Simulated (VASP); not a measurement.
# ZnS (F-43m) in VASP: further runs

The runs below take ZnS through band structure, elastic constants, with PBE+D2, optB88-vdW, vdW-DF2, PBE.

Program: VASP 6.6.1. These are calculated values, not measurements. Logs are shortened: lines on timing, memory, paths and dates and some standing lists are left out, and cuts for length are marked.

**Experimental background.**

“Electronic, vibrational, and thermodynamic properties of ZnS (zincblende and rocksalt structure)”, 2009, arxiv:0911.5022 quotes, for a bulk crystal of ZnS at 19 K: band gap 3.85 eV (direct).

The results are compared with them further down.

### Step 1. The crystal as given

Symmetry: F-43m, No. 216, cubic system. Conventional cell: a = 5.404 Å, b = 5.404 Å, c = 5.404 Å, α = 90.00°, β = 90.00°, γ = 90.00°. Around Zn (site symmetry -43m) lie 4 S at 2.34 Å. Around S (site symmetry -43m) lie 4 Zn at 2.34 Å.

### Step 2. Band structure, PBE+D2

File run.py:

```python
from ase.calculators.vasp import Vasp
from ase.dft.bandgap import bandgap
from ase.spacegroup import crystal

atoms = crystal(
    ['Zn', 'S'],
    basis=[[0.25, 0.25, 0.25], [0.0, 0.0, 0.0]],
    spacegroup=216,
    setting=1,
    cellpar=[5.404, 5.404, 5.404, 90.0, 90.0, 90.0],
    primitive_cell=True,
)
calc = Vasp(
    directory='calc',
    xc='pbe',
    pp='PBE',
    setups={'base': 'minimal', 'S': '_h'},
    prec='Accurate',
    encut=900,
    ediff=1e-06,
    ismear=0,
    sigma=0.05,
    lreal='Auto',
    lasph=True,
    nelm=80,
    algo='Normal',
    isif=2,
    lwave=False,
    lcharg=True,
    ivdw=1,
    kpts=[9, 9, 9],
    gamma=True,
    nelect=17.9,
)
atoms.calc = calc

print('energy (eV):', atoms.get_potential_energy())
print('free energy (eV):', atoms.get_potential_energy(force_consistent=True))
efermi = calc.get_fermi_level()
print('Fermi level (eV):', efermi)
path = atoms.cell.bandpath(npoints=60, eps=1e-4)
print('path:', path.path)
calc.set(kpts=path.kpts, reciprocal=True, icharg=11, isym=0, lcharg=False)
calc.calculate(atoms)
print('gap on the path (eV):', bandgap(calc, efermi=efermi)[0])
print('direct gap on the path (eV):', bandgap(calc, efermi=efermi, direct=True)[0])
```

Potentials or basis: VASP PAW PBE potentials, release 64 (Zn, S_h).

Command:

```console
> python run.py
```

The program printed:

```text
energy (eV): -7.49205062
free energy (eV): -7.49233464
Fermi level (eV): 2.02802773
path: GXWKGLUWLK,UX
gap on the path (eV): 0.0
direct gap on the path (eV): 0.0
```

OUTCAR:

```text
ENCUT = 900.000000
   NELECT = 17.900000
   EDIFF = 1.00e-06
   GGA = PE
   PREC = Accurate
   ICHARG = 11
   ISIF = 2
   ISMEAR = 0
   ISYM = 0
   NELM = 80
   IVDW = 1
   LASPH = .TRUE.
   LREAL = Auto
  IVDW =   1

 ion  position               nearest neighbor table
   1  0.250  0.250  0.250-   2 2.34   2 2.34   2 2.34   2 2.34
   2  0.000  0.000  0.000-   1 2.34   1 2.34   1 2.34   1 2.34

IMPORTANT INFORMATION: All symmetrisations will be switched off!
NOSYMM: (Re-)initialisation of all symmetry stuff for point group C_1.

----------------------------------------------------------------------------------------

                                     Primitive cell

  volume of cell :      39.4535

  direct lattice vectors                    reciprocal lattice vectors
     0.000000000  2.702000000  2.702000000    -0.185048113  0.185048113  0.185048113
     2.702000000  0.000000000  2.702000000     0.185048113 -0.185048113  0.185048113
     2.702000000  2.702000000  0.000000000     0.185048113  0.185048113 -0.185048113

  length of vectors
     3.821205046  3.821205046  3.821205046     0.320512733  0.320512733  0.320512733

  position of ions in fractional coordinates (direct lattice)
     0.250000000  0.250000000  0.250000000
     0.000000000  0.000000000  0.000000000

  ion indices of the primitive-cell ions
   primitive index   ion index
                 1           1
                 2           2

----------------------------------------------------------------------------------------

 KPOINTS: KPOINTS created by Atomic Simulation Env

Read explicit list of k-points.

 Found     60 k-points:

 Following reciprocal coordinates:
            Coordinates               Weight
  0.000000  0.000000  0.000000      0.016667
  0.062500  0.000000  0.062500      0.016667
  0.125000  0.000000  0.125000      0.016667
  0.187500  0.000000  0.187500      0.016667
  0.250000  0.000000  0.250000      0.016667
  0.312500  0.000000  0.312500      0.016667
[... 16 lines left out ...]
  0.075000  0.075000  0.150000      0.016667
  0.037500  0.037500  0.075000      0.016667
 [... further k-points ...]
   k-points           NKPTS =     60   k-points in BZ     NKDIM =     60   number of bands    NBANDS=     13
   number of dos      NEDOS =    301   number of ions     NIONS =      2
   total plane-waves  NPLWV =  64000
   dimension x,y,z NGX =    40 NGY =   40 NGZ =   40
   dimension x,y,z NGXF=    80 NGYF=   80 NGZF=   80
   ions per type =               1   1
   NGX,Y,Z   is equivalent  to a cutoff of  17.40, 17.40, 17.40 a.u.
   NGXF,Y,Z  is equivalent  to a cutoff of  34.80, 34.80, 34.80 a.u.
 SYSTEM =  unknown system
   PREC   = accura    normal or accurate (medium, high low for compatibility)
   ISTART =      0    job   : 0-new  1-cont  2-samecut
   ICHARG =     11    charge: 1-file 2-atom 10-const
   ISPIN  =      1    spin polarized calculation?
   LNONCOLLINEAR =      F non collinear calculations
   LSORBIT =      F    spin-orbit coupling
   LASPH  =      T    aspherical Exc in radial PAW
   ENCUT  =  900.0 eV  66.15 Ry    8.13 a.u.   9.35  9.35  9.35*2*pi/ulx,y,z
   NELM   =     80;   NELMIN=  2; NELMDL=  0     # of ELM steps
   EDIFF  = 0.1E-05   stopping-criterion for ELM
   LREAL  =      T    real-space projection
   EDIFFG = 0.1E-04   stopping-criterion for IOM
   NSW    =      0    number of steps for IOM
   IBRION =     -1    ionic relax: 0-MD 1-quasi-New 2-CG
   NFREE  =      0    steps in history (QN), initial steepest desc. (CG)
   ISIF   =      2    stress and relaxation
   ISYM   =      0    0-nonsym 1-usesym 2-fastsym
   POTIM  = 0.5000    time-step for ionic-motion
   TEBEG  =    0.0;   TEEND  =   0.0 temperature during run
   PSTRESS=    0.0 pullay stress
   NELECT =      17.9000    total number of electrons
   NUPDOWN=      -1.0000    fix difference up-down
   EMIN   =  10.00;   EMAX   =-10.00  energy-range for DOS
   EFERMI =   0.00;   METHOD = LEGACY
   ISMEAR =     0;   SIGMA  =   0.05  broadening in eV -4-tet -1-fermi 0-gaus
   EFERMI_NEDOS =   21; number of points for ismear=-14 and -15
   IALGO  =     38    algorithm
   IMIX   =      4    mixing-type and parameters
     AMIX     =   0.40;   BMIX     =  1.00
     AMIX_MAG =   1.60;   BMIX_MAG =  1.00
  volume/ion in A,a.u.               =      19.73       133.12
  Fermi-wavevector in a.u.,A,eV,Ry     =   1.257951  2.377183 21.530424  1.582441
  Thomas-Fermi vector in A             =   2.391585
   LORBIT       =      0    0 simple, 1 ext, 2 COOP (PROOUT), +10 PAW based schemes
   GGA     = PE    functional components
   LHFCALC =     F    Hartree Fock is set to
   AEXX    =    0.0000 exact exchange contribution
   IVDW    =     1    specifies the selected vdW correction
   LEPSILON=     F    determine dielectric tensor
   LRPA    =     F    only Hartree local field effects (RPA)
 non-spin polarized calculation
 Gauss-broadening in eV      SIGMA  =   0.05
  energy-cutoff  :      900.00
  volume of cell :       39.45
 maximum number of plane-waves:      2450
 NGX is ok and might be reduce to    40

 number of electron      17.9000003 magnetization

 Free energy of the ion-electron system (eV)
  ---------------------------------------------------
  ext. energy  EPLUGINS =         0.00000000
  ---------------------------------------------------
  free energy    TOTEN  =        -6.28919670 eV

  energy without entropy =       -6.28557044  energy(sigma->0) =       -6.28738357

 E-fermi :   2.3519     XC(G=0):  -9.6319

 val. band max:        2.3448534637   @ k =   0.0000   0.0000   0.0000
 cond. band min:       4.5329493536   @ k =   0.0000   0.0000   0.0000
 fundamental gap:      2.1880958900
 Fermi energy:         2.3519099127

 k-point     1 :       0.0000    0.0000    0.0000
  band No.  band energies     occupation
      1     -10.7829      2.00000
      2      -3.9827      2.00000
      3      -3.9827      2.00000
      4      -3.9827      2.00000
      5      -3.4839      2.00000
      6      -3.4839      2.00000
      7       2.3449      1.15820
      8       2.3449      1.15820
      9       2.3449      1.15820
     10       4.5329      0.00000
     11       8.8014      0.00000
     12       8.8014      0.00000
     13       8.8014      0.00000

 k-point     2 :       0.0625    0.0000    0.0625
  band No.  band energies     occupation
      1     -10.7436      2.00000
      2      -3.9877      2.00000
      3      -3.9729      2.00000
      4      -3.9729      2.00000
      5      -3.4883      2.00000
      6      -3.4811      2.00000
      7       1.9934      2.00000
      8       2.2353      1.99903
      9       2.2353      1.99903
     10       4.9205      0.00000
     11       8.5957      0.00000
     12       8.9658      0.00000
     13       8.9658      0.00000

 k-point     3 :       0.1250    0.0000    0.1250
  band No.  band energies     occupation
      1     -10.6293      2.00000
      2      -4.0003      2.00000
      3      -3.9439      2.00000
      4      -3.9439      2.00000
      5      -3.5001      2.00000
      6      -3.4730      2.00000
      7       1.2949      2.00000
      8       1.9433      2.00000
      9       1.9433      2.00000
     10       5.6966      0.00000
     11       8.1042      0.00000
     12       9.4239      0.00000
     13       9.4239      0.00000

 k-point     4 :       0.1875    0.0000    0.1875
  band No.  band energies     occupation
      1     -10.4510      2.00000
      2      -4.0149      2.00000
      3      -3.8974      2.00000
      4      -3.8974      2.00000
      5      -3.5147      2.00000
      6      -3.4610      2.00000
      7       0.5386      2.00000
      8       1.5485      2.00000
      9       1.5485      2.00000
     10       6.4612      0.00000
     11       7.5249      0.00000
     12      10.1014      0.00000
     13      10.1014      0.00000

 k-point     5 :       0.2500    0.0000    0.2500
  band No.  band energies     occupation
      1     -10.2282      2.00000
      2      -4.0236      2.00000
      3      -3.8372      2.00000
      4      -3.8372      2.00000
      5      -3.5225      2.00000
      6      -3.4467      2.00000
      7      -0.1992      2.00000
      8       1.1276      2.00000
      9       1.1276      2.00000
     10       6.9174      0.00000
     11       6.9845      0.00000
     12      10.9309      0.00000
     13      10.9315      0.00000
[... 257 lines left out ...]
 k-point    22 :       0.1125    0.1125    0.2250
  band No.  band energies     occupation
      1     -10.5420      2.00000
      2      -3.9767      2.00000
      3      -3.9445      2.00000
      4      -3.9286      2.00000
      5      -3.4971      2.00000
      6      -3.4750      2.00000
      7       0.6230      2.00000
      8       1.6534      2.00000
      9       2.1855      2.00000
     10       5.9404      0.00000
     11       8.5115      0.00000
     12       9.1654      0.00000
     13       9.5523      0.00000

 k-point    23 :       0.0750    0.0750    0.1500
  band No.  band energies     occupation
      1     -10.6720      2.00000
      2      -3.9839      2.00000
      3      -3.9652      2.00000
      4      -3.9563      2.00000
      5      -3.4907      2.00000
      6      -3.4805      2.00000
      7       1.3600      2.00000
      8       2.0263      2.00000
      9       2.2772      1.96535
     10       5.3702      0.00000
     11       8.5871      0.00000
     12       8.9688      0.00000
     13       9.2243      0.00000

 k-point    24 :       0.0375    0.0375    0.0750
  band No.  band energies     occupation
      1     -10.7546      2.00000
      2      -3.9836      2.00000
      3      -3.9782      2.00000
      4      -3.9757      2.00000
      5      -3.4858      2.00000
      6      -3.4832      2.00000
      7       2.0267      2.00000
      8       2.2638      1.98731
      9       2.3285      1.49223
     10       4.8135      0.00000
     11       8.7288      0.00000
     12       8.8441      0.00000
     13       8.9188      0.00000

 [... further k-points ...]

------------------------ aborting loop because EDIFF is reached ----------------------------------------

  DFT-D2 method for vdW energy calculation

  Number of pair interactions contributing to vdW energy:   39832

  Edisp (eV):   -0.42391

  FORCE on cell =-STRESS in cart. coord.  units (eV):
  Direction    XX          YY          ZZ          XY          YZ          ZX
  --------------------------------------------------------------------------------------
  -------------------------------------------------------------------------------------
  Total       0.00113     0.40737     1.07346    -1.59990    -1.04946    -1.47598
  in kB       0.04582    16.54290    43.59251   -64.97052   -42.61761   -59.93848
  external pressure =       20.06 kB  Pullay stress =        0.00 kB

 VOLUME and BASIS-vectors are now :
 -----------------------------------------------------------------------------
  energy-cutoff  :      900.00
  volume of cell :       39.45
      direct lattice vectors                 reciprocal lattice vectors
     0.000000000  2.702000000  2.702000000    -0.185048113  0.185048113  0.185048113
     2.702000000  0.000000000  2.702000000     0.185048113 -0.185048113  0.185048113
     2.702000000  2.702000000  0.000000000     0.185048113  0.185048113 -0.185048113

 POSITION                                       TOTAL-FORCE (eV/Angst)
 -----------------------------------------------------------------------------------
      1.35100      1.35100      1.35100        -0.495355     -0.630266     -0.777483
      0.00000      0.00000      0.00000         0.495355      0.630266      0.777483
 -----------------------------------------------------------------------------------
    total drift:                                0.046765      0.069922      0.095665

  FREE ENERGIE OF THE ION-ELECTRON SYSTEM (eV)
  ---------------------------------------------------
  free  energy   TOTEN  =        -6.7131105675 eV

  energy  without entropy=       -6.7094843054  energy(sigma->0) =       -6.71129744
```

INCAR:

```text
ENCUT = 900.000000
NELECT = 17.900000
SIGMA = 0.050000
EDIFF = 1.00e-06
ALGO = Normal
GGA = PE
PREC = Accurate
ICHARG = 11
ISIF = 2
ISMEAR = 0
ISYM = 0
NELM = 80
IVDW = 1
LASPH = .TRUE.
LCHARG = .FALSE.
LWAVE = .FALSE.
LREAL = Auto
```

Run time: 97 s. Hardware: 1 thread of Intel Xeon Platinum 8488C (Sapphire Rapids), shared host; peak memory 0.24 GiB.

These settings aren't checked as converged (typed here: LREAL = Auto; NELECT = 17.900000): the numbers below hold their error.

Results:

```
Band gap along the path    : none (metal or under the smearing width)
Dispersion energy per atom : -0.212 eV
```

Caveat: the cell is charged against a uniform background, so pressure and absolute levels hang on convention; the log is that of the step along the path at fixed density, whose energy, stress, charges and moments have no meaning; atom-pairwise D2, TS and ULG terms overbind metals; pairwise dispersion overbinds metals, which lowers pressure and volume.

### Step 3. Elastic constants, optB88-vdW

File POSCAR:

```
ZnS
1.0
    0.0000000000      2.7020000000      2.7020000000
    2.7020000000      0.0000000000      2.7020000000
    2.7020000000      2.7020000000      0.0000000000
Zn S
1 1
Direct
    0.7500000000      0.7500000000      0.7500000000
    0.0000000000      0.0000000000      0.0000000000
```

File INCAR.step1:

```
PREC = Medium ; ENCUT = 600
EDIFF = 1E-8 ; ISMEAR = -1
SIGMA = 0.02 ; LREAL = F
LASPH = T ; NELM = 100
ALGO = Fast ; ISIF = 3
LWAVE = F ; LCHARG = F
GGA = BO ; LUSE_VDW = T
AGGAC = 0.0 ; PARAM1 = 0.1833333333
PARAM2 = 0.22 ; IBRION = 2
NSW = 40 ; EDIFFG = -0.002
```

File INCAR.step2:

```
PREC = Medium ; ENCUT = 600
EDIFF = 1E-8 ; ISMEAR = -1
SIGMA = 0.02 ; LREAL = F
LASPH = T ; NELM = 100
ALGO = Fast ; ISIF = 3
LWAVE = F ; LCHARG = F
GGA = BO ; LUSE_VDW = T
AGGAC = 0.0 ; PARAM1 = 0.1833333333
PARAM2 = 0.22 ; IBRION = 6
NFREE = 2 ; POTIM = 0.015
NSW = 1
```

File KPOINTS:

```
Automatic mesh
0
Gamma
  7 7 7
```

Potentials or basis: VASP PAW PBE potentials, release 64 (Zn, S).

Command:

```console
> cat potpaw_PBE.64/Zn/POTCAR potpaw_PBE.64/S/POTCAR > POTCAR
> cp INCAR.step1 INCAR
> mpirun -np 1 vasp_std > vasp.out
> cp CONTCAR POSCAR
> cp INCAR.step2 INCAR
> mpirun -np 1 vasp_std > vasp.out
```

OUTCAR:

```text
PREC = Medium
   ENCUT = 600
   EDIFF = 1E-8
   ISMEAR = -1
   LREAL = F
   LASPH = T
   NELM = 100
   ISIF = 3
   GGA = BO
   IBRION = 6
   NFREE = 2
   POTIM = 0.015
   NSW = 1

 ion  position               nearest neighbor table
   1  0.750  0.750  0.750-   2 2.35   2 2.35   2 2.35   2 2.35
   2  0.000  0.000  0.000-   1 2.35   1 2.35   1 2.35   1 2.35

  LATTYP: Found a face centered cubic cell.
 ALAT       =     5.4364010819

  Lattice vectors:

 A1 = (   0.0000000000,   2.7182005409,   2.7182005409)
 A2 = (   2.7182005409,   0.0000000000,   2.7182005409)
 A3 = (   2.7182005409,   2.7182005409,   0.0000000000)

Analysis of symmetry for initial positions (statically):
=====================================================================
[... 817 lines left out ...]
  x     0.00000     0.00000     0.00000     0.00000     5.33196     0.00000
  y     0.00000     0.00000     0.00000     0.00000     0.00000     5.33196
  z     0.00000     0.00000     0.00000     5.33196     0.00000     0.00000

 INTERNAL STRAIN TENSOR FOR ION    2 for displacements in x,y,z  (eV/Angst):
          X           Y           Z          XY          YZ          ZX
  --------------------------------------------------------------------------------
  x     0.00000     0.00000     0.00000     0.00000    -5.32345     0.00000
  y     0.00000    -0.00000     0.00000     0.00000     0.00000    -5.32345
  z     0.00000     0.00000     0.00000    -5.32345     0.00000     0.00000

 Eigenvectors and eigenvalues of the dynamical matrix
 ----------------------------------------------------

   1 f  =    7.847110 THz    49.304847 2PiTHz  261.751416 cm-1    32.453025 meV
             X         Y         Z           dx          dy          dz
      4.077301  4.077301  4.077301    -0.564215    0.000000    0.000000
      0.000000  0.000000  0.000000     0.825628    0.000000    0.000000
[... 21 lines left out ...]
   6 f/i=    0.089669 THz     0.563408 2PiTHz    2.991043 cm-1     0.370842 meV
             X         Y         Z           dx          dy          dz
      4.077301  4.077301  4.077301     0.000000    0.000000    0.825628
      0.000000  0.000000  0.000000     0.000000    0.000000    0.564215

--------------------------------------------------------------------------------------------------------

 ELASTIC MODULI CONTR FROM IONIC RELAXATION (kBar)
 Direction    XX          YY          ZZ          XY          YZ          ZX
 --------------------------------------------------------------------------------
 XX          -0.0000      0.0000      0.0000      0.0000      0.0000      0.0000
 YY           0.0000     -0.0000      0.0000      0.0000      0.0000     -0.0000
 ZZ           0.0000      0.0000     -0.0000      0.0000      0.0000      0.0000
 XY           0.0000      0.0000      0.0000   -210.5695      0.0000      0.0000
 YZ           0.0000      0.0000      0.0000      0.0000   -210.5695      0.0000
 ZX           0.0000     -0.0000      0.0000      0.0000      0.0000   -210.5695
 --------------------------------------------------------------------------------

 TOTAL ELASTIC MODULI (kBar)
 Direction    XX          YY          ZZ          XY          YZ          ZX
 --------------------------------------------------------------------------------
 XX         976.1693    586.4298    586.4298      0.0000      0.0000      0.0000
 YY         586.4298    976.1693    586.4298      0.0000      0.0000     -0.0000
 ZZ         586.4298    586.4298    976.1693      0.0000      0.0000      0.0000
 XY           0.0000      0.0000      0.0000    437.8695      0.0000      0.0000
 YZ           0.0000      0.0000      0.0000      0.0000    437.8695      0.0000
 ZX           0.0000     -0.0000      0.0000      0.0000      0.0000    437.8695
 --------------------------------------------------------------------------------
```

Run time: 3.9 min. Hardware: 1 thread of Intel Xeon Platinum 8488C (Sapphire Rapids), shared host; peak memory 0.3 GiB.

These settings aren't checked as converged: the numbers below hold their error.

What came out:

```yaml
Relaxed_volume: 20.08 Å³/atom
Relaxed_cell: a = 3.844 Å, b = 3.844 Å, c = 3.844 Å, α = 60.00°, β = 60.00°, γ = 60.00°
Space_group_after_relaxing_to_0.05_Å: F-43m (No. 216)
Elastic_constants_C11_C12_C44: 98, 59, 44 GPa
Voigt_bulk_modulus: 72 GPa
Highest_phonon_frequency_at_Γ_LO-TO_splitting_left_out: 262 cm⁻¹
```

Caveat: the PAW data sets were made with another functional, which shifts forces and pressure a little.

(Part 1 of 2 ends here.)
